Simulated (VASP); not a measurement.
Input of a VASP 6.6.1 run:

Contents of INCAR:

```
SYSTEM = P
ALGO = Normal
EDIFF = 1E-6
EDIFFG = -0.005
ENCUT = 600
GGA = PE
IBRION = 2
ISIF = 3
ISMEAR = -1
LASPH = .True.
LCHARG = .False.
LREAL = .False.
LWAVE = .False.
NELM = 100
NSW = 60
PREC = Accurate
SIGMA = 0.05
```

The input KPOINTS:

```
k-points
0
Gamma
  17 17 17
  0 0 0
```

POSCAR

```
P
1.0
    0.0000000000      1.9574338206      1.9574338206
    1.9574338206      0.0000000000      1.9574338206
    1.9574338206      1.9574338206      0.0000000000
P
1
Direct
    0.0000000000      0.0000000000      0.0000000000
```

Potentials or basis: VASP PAW PBE potentials, release 64 (P).

The run is started by

```sh
$ cat potpaw_PBE.64/P/POTCAR > POTCAR
$ mpirun -np 1 vasp_std > vasp.out
```

Q: What does it give for the band gap on the k mesh?

A: None (metal or under the smearing width).

Q: What does it give for the relaxed volume?

A: 14.46 Å³/atom.

The path:
```tsv
step	energy change (eV)	largest force (eV/Å)	pressure (GPa)	volume (Å³)
1	0.0000	0.0000	-2.80	15.00
2	-0.0048	0.0000	0.13	14.44
3	-0.0048	0.0000	0.00	14.46
```
